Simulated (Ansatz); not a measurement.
# C₃H₆O (singlet): the correlation ladder, 6-31G*

How much of the correlation energy of C₃H₆O (singlet) does each wave-function method recover here?

Method: 6-31G*, core rule «outside noble gas», up to 4 orbitals frozen; program: Ansatz 0.2.0, Gaussian basis.

The runs, in order: UHF; CCSD(T) on RHF; BCCD(T) on RHF; CISD; CCSDT(Q) on RHF; CASSCF and MRCISD+Q, 8 electrons in 8 orbitals; CASSCF and NEVPT2, 8 electrons in 8 orbitals.

22 further runs of the same task are left out: 2 that didn't finish, 20 set aside as unsound or not needed.

### 1 The system

The geometry is an MP2(full)/6-31G* stationary point (not a proven minimum).

10 atoms, charge 0, spin multiplicity 1.

Atoms are counted from 1 here; the program's logs count them from 0.

Bond lengths: O1–C2 1.227 Å, C2–C3 1.512 Å, C2–C4 1.512 Å, C3–H5 1.090 Å, C3–H7 1.094 Å, C3–H8 1.094 Å, C4–H6 1.090 Å, C4–H9 1.094 Å, C4–H10 1.094 Å. Angles: O1–C2–C3 121.7°, O1–C2–C4 121.7°, C3–C2–C4 116.5°, C2–C3–H5 109.5°, C2–C3–H7 110.3°, C2–C3–H8 110.3°, H5–C3–H7 109.8°, H5–C3–H8 109.8°, H7–C3–H8 107.2°, C2–C4–H6 109.5°, C2–C4–H9 110.3°, C2–C4–H10 110.3°, H6–C4–H9 109.8°, H6–C4–H10 109.8°, H9–C4–H10 107.2°.

### 2 UHF

Input file in.yaml:

```yaml
crystal:
  periodic: [false, false, false]
  atoms:
    - {symbol: O, position_ang: [0.000000, 0.000000, 1.321709]}
    - {symbol: C, position_ang: [0.000000, 0.000000, 0.095178]}
    - {symbol: C, position_ang: [0.000000, 1.285490, -0.700224]}
    - {symbol: C, position_ang: [0.000000, -1.285490, -0.700224]}
    - {symbol: H, position_ang: [0.000000, 2.134917, -0.017347]}
    - {symbol: H, position_ang: [0.000000, -2.134917, -0.017347]}
    - {symbol: H, position_ang: [-0.881086, 1.331548, -1.347895]}
    - {symbol: H, position_ang: [0.881086, 1.331548, -1.347895]}
    - {symbol: H, position_ang: [0.881086, -1.331548, -1.347895]}
    - {symbol: H, position_ang: [-0.881086, -1.331548, -1.347895]}
basis:
  gaussian: {orbitals: "6-31G*"}
magnetization: {spin_polarized: true, initial_magnetization: 0}
hamiltonian: {xc: hf}
output: {orbitals: {seedname: orbitals}}
```

The run is started by

```console
> ansatz run in.yaml --threads 1 --pin off --events-out ev --progress --plain --max-ram 4096MiB --backend cpu
```

Further steps of the session: CCSD(T) on RHF; BCCD(T) on RHF; CISD; CCSDT(Q) on RHF; CASSCF and MRCISD+Q, 8 electrons in 8 orbitals; CASSCF and NEVPT2, 8 electrons in 8 orbitals.

Q: Predict the results of all the runs planned. Wanted: RCCSDT(Q) below the RHF energy; RMP2 from RCCSDT(Q); RCCSD from RCCSDT(Q); RCCSD(T) from RCCSDT(Q); T1 diagnostic.

The runs gave:

| quantity | value |
| --- | --- |
| RCCSDT(Q) below the RHF energy | -16.8845 eV |
| RMP2 from RCCSDT(Q) | +35.44 kcal/mol |
| RCCSD from RCCSDT(Q) | +13.10 kcal/mol |
| RCCSD(T) from RCCSDT(Q) | +1.45 kcal/mol |
| levels within 1 kcal/mol (43 meV) | RCCSDT |
| T1 diagnostic | 0.014 |

**Reading.** RCCSD(T) misses by +1.45 kcal/mol, 0.4 % of the correlation energy. These misses are within one basis, not against nature.
